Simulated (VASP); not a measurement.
Runs of VASP 6.6.1 on CdTe. The structure is cubic, space group F-43m (No. 216). The conventional cell has a = 6.410 Å, b = 6.410 Å, c = 6.410 Å, α = 90.00°, β = 90.00°, γ = 90.00°. Te (site symmetry -43m) has 4 Cd at 2.78 Å as nearest neighbours. Cd (site symmetry -43m) is surrounded by 4 Te at 2.78 Å. 

```csv
task,level,cell,cutoff (eV),smearing,gap on the mesh (eV),pressure (GPa),relaxed volume (Å³/atom)
relaxation of cell and atoms,MS2,relaxed,600,gaussian 0.05 eV,(b),0.0,34.56
relaxation of cell and atoms,r2SCAN+D4,relaxed,600,gaussian 0.05 eV,1.19,0.0,34.85
relaxation of cell and atoms,r2SCAN,relaxed,600,gaussian 0.05 eV,(a),0.0,35.30
single point,r2SCAN,as given,520,fermi-dirac 0.05 eV,(c),3.4,-
```

Alike in all rows: potentials or basis VASP PAW PBE potentials, release 64 (Te, Cd); no spin polarisation; k mesh 7 × 7 × 7.

Task: Estimate the missing entries.

Result: (a) 1.15; (b) 1.01; (c) 1.38.

Caveats: the PAW data sets were made with another functional, which shifts forces and pressure a little; spin-orbit coupling is left out, which moves the levels of the heavy elements.

A k mesh can miss the band edges, and the runs leave out spin-orbit coupling on Cd, Te.
